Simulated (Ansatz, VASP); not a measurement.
**Two plane-wave programs on AlN**

```
Al N
1.0
     3.33950    0.00000    0.00000
    -1.66975    2.89209    0.00000
     0.00000    0.00000    4.45222
Al N
2 2
Direct
  0.33333 0.66667 0.75000
  0.66667 0.33333 0.25000
  0.33333 0.66667 0.25000
  0.66667 0.33333 0.75000
```

Alike in both runs: task single point; functional PBE; k mesh 9 × 9 × 6; occupations gaussian, width 0.05 eV; no spin polarisation.

```csv
,VASP,Ansatz
version,VASP 6.6.1,Ansatz 0.2.0
potentials or method,"VASP PAW PBE potentials, release 64 (Al, N)","scalar-relativistic, plane waves, PAW"
plane-wave cutoff (eV),520,520
valence electrons in the cell,16,16
```

Ansatz gave:

- gap on the k mesh at the Fermi level (eV): 2.52
- least direct gap on the mesh (eV): 2.52
- pressure (GPa): -11.7
- largest component of the traceless stress (GPa): 1.53

Task: What did VASP give for the same quantities?

Result: gap on the k mesh at the Fermi level (eV): 2.53; least direct gap on the mesh (eV): 2.53; pressure (GPa): -11.8; largest component of the traceless stress (GPa): 1.44.
